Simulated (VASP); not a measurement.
# K (P6_3/mmc) in VASP: single point with r2SCAN

Aim: the single point of K with r2SCAN.

Everything below comes from runs of VASP 6.6.1. Logs are shortened: lines on timing, memory, paths and dates and some standing lists are left out, and cuts for length are marked.

### 1 Starting point

Symmetry: P6_3/mmc, No. 194, hexagonal system. The conventional cell has a = 4.768 Å, b = 4.768 Å, c = 15.699 Å, α = 90.00°, β = 90.00°, γ = 120.00°.

This isn't the form of K at room conditions, which is bcc.

### 2 Single point, r2SCAN

File POSCAR:

```
K
1.0
    4.7684341314      0.0000000000      0.0000000000
   -2.3842170657      4.1295850941      0.0000000000
    0.0000000000      0.0000000000     15.6992012300
K
4
Direct
    0.0000000000      0.0000000000      0.0000000000
    0.3333333300      0.6666666700      0.7500000000
    0.0000000000      0.0000000000      0.5000000000
    0.6666666700      0.3333333300      0.2500000000
```

File INCAR.step1:

```
SYSTEM = K
ALGO = Normal
EDIFF = 1E-4
ENCUT = 520
GGA = PE
ISMEAR = 0
LASPH = .True.
LCHARG = .False.
LREAL = .False.
LWAVE = .True.
NBANDS = 26
NELM = 100
PREC = Accurate
SIGMA = 0.1
```

File INCAR.step2:

```
SYSTEM = K
ALGO = Normal
EDIFF = 1E-6
ENCUT = 520
ISIF = 2
ISMEAR = 0
ISTART = 1
LASPH = .True.
LCHARG = .True.
LELF = .True.
LMIXTAU = .True.
LREAL = .False.
LVHAR = .True.
LWAVE = .False.
METAGGA = R2SCAN
NBANDS = 26
NELM = 100
PREC = Accurate
SIGMA = 0.1
```

File KPOINTS:

```
k-points
0
Gamma
  6 6 2
  0 0 0
```

Potentials or basis: VASP PAW PBE potentials, release 64 (K_sv).

Command:

```
$ cat potpaw_PBE.64/K_sv/POTCAR > POTCAR
$ cp INCAR.step1 INCAR
$ mpirun -np 1 vasp_std > vasp.out
$ cp INCAR.step2 INCAR
$ mpirun -np 1 vasp_std > vasp.out
```

OUTCAR:

```text
SYSTEM = K
   EDIFF = 1E-6
   ENCUT = 520
   ISIF = 2
   ISMEAR = 0
   ISTART = 1
   LASPH = .True.
   LREAL = .False.
   METAGGA = R2SCAN
   NELM = 100
   PREC = Accurate

 ion  position               nearest neighbor table
   1  0.000  0.000  0.000-
   2  0.333  0.667  0.750-
   3  0.000  0.000  0.500-
   4  0.667  0.333  0.250-

  LATTYP: Found a hexagonal cell.
 ALAT       =     4.7684341314
 C/A-ratio  =     3.2923179386

  Lattice vectors:

 A1 = (   4.7684341314,   0.0000000000,   0.0000000000)
 A2 = (  -2.3842170657,   4.1295850941,   0.0000000000)
 A3 = (   0.0000000000,   0.0000000000,  15.6992012300)

Analysis of symmetry for initial positions (statically):
=====================================================================
 Subroutine PRICEL returns:
 Original cell was already a primitive cell.

 Routine SETGRP: Setting up the symmetry group for a
 hexagonal supercell.

 Subroutine GETGRP returns: Found 24 space group operations
 (whereof 12 operations were pure point group operations)
 out of a pool of 24 trial point group operations.

The static configuration has the point symmetry D_3d.
 The point group associated with its full space group is D_6h.

Analysis of symmetry for dynamics (positions and initial velocities):
=====================================================================
 Subroutine PRICEL returns:
 Original cell was already a primitive cell.

 Routine SETGRP: Setting up the symmetry group for a
 hexagonal supercell.

 Subroutine GETGRP returns: Found 24 space group operations
 (whereof 12 operations were pure point group operations)
 out of a pool of 24 trial point group operations.

The dynamic configuration has the point symmetry D_3d.
 The point group associated with its full space group is D_6h.

 Subroutine INISYM returns: Found 24 space group operations
 (whereof 12 operations are pure point group operations),
 and found     1 'primitive' translations

----------------------------------------------------------------------------------------

                                     Primitive cell

  volume of cell :     309.1432

  direct lattice vectors                    reciprocal lattice vectors
     4.768434131  0.000000000  0.000000000     0.209712449  0.121077539  0.000000000
    -2.384217066  4.129585094  0.000000000     0.000000000  0.242155078  0.000000000
     0.000000000  0.000000000 15.699201230     0.000000000  0.000000000  0.063697508

  length of vectors
     4.768434131  4.768434131 15.699201230     0.242155078  0.242155078  0.063697508

  position of ions in fractional coordinates (direct lattice)
     0.000000000  0.000000000  0.000000000
     0.333333330  0.666666670  0.750000000
     0.000000000  0.000000000  0.500000000
     0.666666670  0.333333330  0.250000000

  ion indices of the primitive-cell ions
   primitive index   ion index
                 1           1
                 2           2
                 3           3
                 4           4

----------------------------------------------------------------------------------------

 KPOINTS: k-points

Automatic generation of k-mesh.
 Grid dimensions read from file:
 generate k-points for:    6    6    2

 Generating k-lattice:

  Cartesian coordinates                     Fractional coordinates (reciprocal lattice)
     0.034952075  0.020179590  0.000000000     0.166666667  0.000000000  0.000000000
     0.000000000  0.040359180  0.000000000     0.000000000  0.166666667  0.000000000
     0.000000000  0.000000000  0.031848754     0.000000000  0.000000000  0.500000000

  Length of vectors
     0.040359180  0.040359180  0.031848754

  Shift w.r.t. Gamma in fractional coordinates (k-lattice)
     0.000000000  0.000000000  0.000000000

 Subroutine IBZKPT returns following result:
 ===========================================

 Found     14 irreducible k-points:

 Following reciprocal coordinates:
            Coordinates               Weight
  0.000000  0.000000  0.000000      1.000000
  0.166667 -0.000000  0.000000      6.000000
  0.333333  0.000000  0.000000      6.000000
  0.500000 -0.000000  0.000000      3.000000
  0.166667  0.166667  0.000000      6.000000
  0.333333  0.166667  0.000000     12.000000
  0.333333  0.333333  0.000000      2.000000
  0.000000  0.000000  0.500000      1.000000
  0.166667 -0.000000  0.500000      6.000000
  0.333333  0.000000  0.500000      6.000000
  0.500000 -0.000000  0.500000      3.000000
  0.166667  0.166667  0.500000      6.000000
  0.333333  0.166667  0.500000     12.000000
  0.333333  0.333333  0.500000      2.000000
   k-points           NKPTS =     14   k-points in BZ     NKDIM =     14   number of bands    NBANDS=     26
   number of dos      NEDOS =    301   number of ions     NIONS =      4
   total plane-waves  NPLWV = 155520
   dimension x,y,z NGX =    36 NGY =   36 NGZ =  120
   dimension x,y,z NGXF=    72 NGYF=   72 NGZF=  240
   ions per type =               4
   NGX,Y,Z   is equivalent  to a cutoff of  12.55, 12.55, 12.71 a.u.
   NGXF,Y,Z  is equivalent  to a cutoff of  25.10, 25.10, 25.41 a.u.
 SYSTEM =  K
   PREC   = accura    normal or accurate (medium, high low for compatibility)
   ISTART =      1    job   : 0-new  1-cont  2-samecut
   ICHARG =      0    charge: 1-file 2-atom 10-const
   ISPIN  =      1    spin polarized calculation?
   LNONCOLLINEAR =      F non collinear calculations
   LSORBIT =      F    spin-orbit coupling
   LASPH  =      T    aspherical Exc in radial PAW
   ENCUT  =  520.0 eV  38.22 Ry    6.18 a.u.   8.87  8.87 29.19*2*pi/ulx,y,z
   NELM   =    100;   NELMIN=  2; NELMDL=  0     # of ELM steps
   EDIFF  = 0.1E-05   stopping-criterion for ELM
   LREAL  =      F    real-space projection
   EDIFFG = 0.1E-04   stopping-criterion for IOM
   NSW    =      0    number of steps for IOM
   IBRION =     -1    ionic relax: 0-MD 1-quasi-New 2-CG
   NFREE  =      0    steps in history (QN), initial steepest desc. (CG)
   ISIF   =      2    stress and relaxation
   ISYM   =      2    0-nonsym 1-usesym 2-fastsym
   POTIM  = 0.5000    time-step for ionic-motion
   TEBEG  =    0.0;   TEEND  =   0.0 temperature during run
   PSTRESS=    0.0 pullay stress
   NELECT =      36.0000    total number of electrons
   NUPDOWN=      -1.0000    fix difference up-down
   EMIN   =  10.00;   EMAX   =-10.00  energy-range for DOS
   EFERMI =   0.00;   METHOD = LEGACY
   ISMEAR =     0;   SIGMA  =   0.10  broadening in eV -4-tet -1-fermi 0-gaus
   EFERMI_NEDOS =   21; number of points for ismear=-14 and -15
   IALGO  =     38    algorithm
   IMIX   =      4    mixing-type and parameters
     AMIX     =   0.40;   BMIX     =  1.00
     AMIX_MAG =   1.60;   BMIX_MAG =  1.00
  volume/ion in A,a.u.               =      77.29       521.55
  Fermi-wavevector in a.u.,A,eV,Ry     =   0.799446  1.510734  8.695670  0.639114
  Thomas-Fermi vector in A             =   1.906551
   LORBIT       =      0    0 simple, 1 ext, 2 COOP (PROOUT), +10 PAW based schemes
   METAGGA = R2SCAN    functional components
   LHFCALC =     F    Hartree Fock is set to
   AEXX    =    0.0000 exact exchange contribution
   IVDW    =     0    specifies the selected vdW correction
   LEPSILON=     F    determine dielectric tensor
   LRPA    =     F    only Hartree local field effects (RPA)
 non-spin polarized calculation
 Gauss-broadening in eV      SIGMA  =   0.10
  energy-cutoff  :      520.00
  volume of cell :      309.14
 maximum number of plane-waves:      8388
 NGX is ok and might be reduce to    36
   NGX = 17   NGY = 17   NGZ = 59

 number of electron      36.0000002 magnetization

 Free energy of the ion-electron system (eV)
  ---------------------------------------------------
  ext. energy  EPLUGINS =         0.00000000
  ---------------------------------------------------
  free energy    TOTEN  =       -24.05307502 eV

  energy without entropy =      -24.04576995  energy(sigma->0) =      -24.04942249

 E-fermi :  -0.1960     XC(G=0):  -5.7858

 val. band max:       -0.3068182764   @ k =   0.3333   0.1667   0.5000
 cond. band min:      -0.0666199455   @ k =   0.1667   0.1667   0.5000
 fundamental gap:      0.2401983309
 Fermi energy:        -0.1960305955

 k-point     1 :       0.0000    0.0000    0.0000
  band No.  band energies     occupation
      1     -33.8554      2.00000
      2     -33.8540      2.00000
      3     -33.8538      2.00000
      4     -33.8524      2.00000
      5     -16.5872      2.00000
      6     -16.5592      2.00000
[... 18 lines left out ...]
     25       4.2379      0.00000
     26       4.3446      0.00000

 k-point     2 :       0.1667   -0.0000    0.0000
  band No.  band energies     occupation
      1     -33.8547      2.00000
      2     -33.8534      2.00000
      3     -33.8533      2.00000
      4     -33.8520      2.00000
      5     -16.5822      2.00000
      6     -16.5612      2.00000
[... 18 lines left out ...]
     25       3.5218      0.00000
     26       3.5361      0.00000

 k-point     3 :       0.3333    0.0000    0.0000
  band No.  band energies     occupation
      1     -33.8531      2.00000
      2     -33.8523      2.00000
      3     -33.8522      2.00000
      4     -33.8514      2.00000
      5     -16.5771      2.00000
      6     -16.5766      2.00000
[... 18 lines left out ...]
     25       2.8283      0.00000
     26       2.8872      0.00000

 k-point     4 :       0.5000   -0.0000    0.0000
  band No.  band energies     occupation
      1     -33.8522      2.00000
      2     -33.8518      2.00000
      3     -33.8517      2.00000
      4     -33.8513      2.00000
      5     -16.5872      2.00000
      6     -16.5861      2.00000
[... 18 lines left out ...]
     25       2.0554      0.00000
     26       2.4553      0.00000

 k-point     5 :       0.1667    0.1667    0.0000
  band No.  band energies     occupation
      1     -33.8535      2.00000
      2     -33.8526      2.00000
      3     -33.8525      2.00000
      4     -33.8516      2.00000
      5     -16.5739      2.00000
      6     -16.5695      2.00000
[... 18 lines left out ...]
     25       2.6626      0.00000
     26       2.8650      0.00000

 k-point     6 :       0.3333    0.1667    0.0000
  band No.  band energies     occupation
      1     -33.8522      2.00000
      2     -33.8518      2.00000
      3     -33.8517      2.00000
      4     -33.8512      2.00000
      5     -16.5812      2.00000
      6     -16.5802      2.00000
[... 18 lines left out ...]
     25       2.2783      0.00000
     26       2.5474      0.00000

 k-point     7 :       0.3333    0.3333    0.0000
  band No.  band energies     occupation
      1     -33.8515      2.00000
      2     -33.8515      2.00000
      3     -33.8514      2.00000
      4     -33.8514      2.00000
      5     -16.5755      2.00000
      6     -16.5715      2.00000
[... 18 lines left out ...]
     25       1.7069      0.00000
     26       2.3143      0.00000

 k-point     8 :       0.0000    0.0000    0.5000
  band No.  band energies     occupation
      1     -33.8550      2.00000
      2     -33.8550      2.00000
      3     -33.8528      2.00000
      4     -33.8528      2.00000
      5     -16.5789      2.00000
      6     -16.5789      2.00000
[... 18 lines left out ...]
     25       4.3016      0.00000
     26       4.3018      0.00000

 k-point     9 :       0.1667   -0.0000    0.5000
  band No.  band energies     occupation
      1     -33.8543      2.00000
      2     -33.8543      2.00000
      3     -33.8524      2.00000
      4     -33.8524      2.00000
      5     -16.5760      2.00000
      6     -16.5760      2.00000
[... 18 lines left out ...]
     25       3.7254      0.00000
     26       3.7254      0.00000

 k-point    10 :       0.3333    0.0000    0.5000
  band No.  band energies     occupation
      1     -33.8529      2.00000
      2     -33.8529      2.00000
      3     -33.8517      2.00000
      4     -33.8517      2.00000
      5     -16.5765      2.00000
      6     -16.5765      2.00000
[... 18 lines left out ...]
     25       2.5932      0.00000
     26       2.5932      0.00000

 k-point    11 :       0.5000   -0.0000    0.5000
  band No.  band energies     occupation
      1     -33.8521      2.00000
      2     -33.8521      2.00000
      3     -33.8514      2.00000
      4     -33.8514      2.00000
      5     -16.5846      2.00000
      6     -16.5846      2.00000
[... 18 lines left out ...]
     25       2.5212      0.00000
     26       2.5212      0.00000

 k-point    12 :       0.1667    0.1667    0.5000
  band No.  band energies     occupation
      1     -33.8533      2.00000
      2     -33.8533      2.00000
      3     -33.8518      2.00000
      4     -33.8518      2.00000
      5     -16.5736      2.00000
      6     -16.5736      2.00000
[... 18 lines left out ...]
     25       2.9181      0.00000
     26       2.9181      0.00000

 k-point    13 :       0.3333    0.1667    0.5000
  band No.  band energies     occupation
      1     -33.8521      2.00000
      2     -33.8521      2.00000
      3     -33.8514      2.00000
      4     -33.8514      2.00000
      5     -16.5789      2.00000
      6     -16.5789      2.00000
[... 18 lines left out ...]
     25       2.2766      0.00000
     26       2.2766      0.00000

 k-point    14 :       0.3333    0.3333    0.5000
  band No.  band energies     occupation
      1     -33.8515      2.00000
      2     -33.8515      2.00000
      3     -33.8514      2.00000
      4     -33.8514      2.00000
      5     -16.5742      2.00000
      6     -16.5742      2.00000
[... 18 lines left out ...]
     25       1.8968      0.00000
     26       1.8968      0.00000

------------------------ aborting loop because EDIFF is reached ----------------------------------------

  FORCE on cell =-STRESS in cart. coord.  units (eV):
  Direction    XX          YY          ZZ          XY          YZ          ZX
  --------------------------------------------------------------------------------------
  -------------------------------------------------------------------------------------
  Total        0.1216980      0.1216980     -0.4479651      0.0000000     -0.0000000      0.0000000
  in kB        0.6307165      0.6307165     -2.3216406      0.0000000     -0.0000000      0.0000000
  external PRESSURE =      -0.3534025 kB  Pullay stress =       0.0000000 kB

 VOLUME and BASIS-vectors are now :
 -----------------------------------------------------------------------------
  energy-cutoff  :      520.00
  volume of cell :      309.14
      direct lattice vectors                 reciprocal lattice vectors
     4.768434131  0.000000000  0.000000000     0.209712449  0.121077539  0.000000000
    -2.384217066  4.129585094  0.000000000     0.000000000  0.242155078  0.000000000
     0.000000000  0.000000000 15.699201230     0.000000000  0.000000000  0.063697508

 POSITION                                       TOTAL-FORCE (eV/Angst)
 -----------------------------------------------------------------------------------
      0.00000      0.00000      0.00000         0.000000      0.000000      0.000000
     -0.00000      2.75306     11.77440         0.000000     -0.000000     -0.000000
      0.00000      0.00000      7.84960        -0.000000      0.000000      0.000000
      2.38422      1.37653      3.92480        -0.000000      0.000000      0.000000
 -----------------------------------------------------------------------------------
    total drift:                               -0.000000      0.000000      0.000000

  FREE ENERGIE OF THE ION-ELECTRON SYSTEM (eV)
  ---------------------------------------------------
  free  energy   TOTEN  =       -24.0530750220 eV

  energy  without entropy=      -24.0457699491  energy(sigma->0) =      -24.04942249
```

Run time: 7.4 min. Hardware: 1 thread of Intel Xeon Platinum 8259CL at 2.50GHz (Skylake/Cascade Lake), shared host; peak memory 0.45 GiB.

Results:

```yaml
Free_energy: -24.0531 eV
Pressure: 0.0 GPa
Band_gap_on_the_k_mesh: none (metal or under the smearing width)
```

Caveat: the PAW data sets were made with another functional, which shifts forces and pressure a little.
